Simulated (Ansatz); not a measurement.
Runs of Ansatz 0.2.0 on MgI2. It takes space group P-3m1 (No. 164, trigonal). Conventional cell: a = 4.140 Å, b = 4.140 Å, c = 6.880 Å, α = 90.00°, β = 90.00°, γ = 120.00°. I (site symmetry 3m) is surrounded by 3 Mg at 2.94 Å. Mg (site symmetry -3m) has 6 I at 2.94 Å as nearest neighbours. 

```csv
screening (1/Å),gap on the mesh (eV),pressure (GPa),largest force (eV/Å)
0.3,4.24,0.1,(a)
0.6,3.84,0.4,0.32
0.15,(b),0.0,0.38
0.1,4.78,0.0,0.38
0.2,4.47,0.0,0.38
0.4,4.06,0.2,(c)
```

Alike in all rows: task single point; level HSE06 form with a typed share of exact exchange; potentials or basis Ansatz PAW; no spin polarisation; cell as given; k mesh 4 × 4 × 2; cutoff (eV) 420; smearing fermi-dirac 0.05 eV; the mesh is coarse, so values aren't converged.

**Question.** Fill in the values left out.

**Answer.** (a) 0.36; (b) 4.61; (c) 0.35.

Caveats: all runs use coarse meshes; spin-orbit coupling is left out, which moves the levels of the heavy elements; the cell's inner coordinates are idealised or old, which leaves forces on the atoms; the PAW data sets come from PBE, with cores solved anew for the run's functional, which leaves a small shift of forces and pressure; the thresholds are loose for stress.

A k mesh can miss the band edges, and the runs leave out spin-orbit coupling on I.
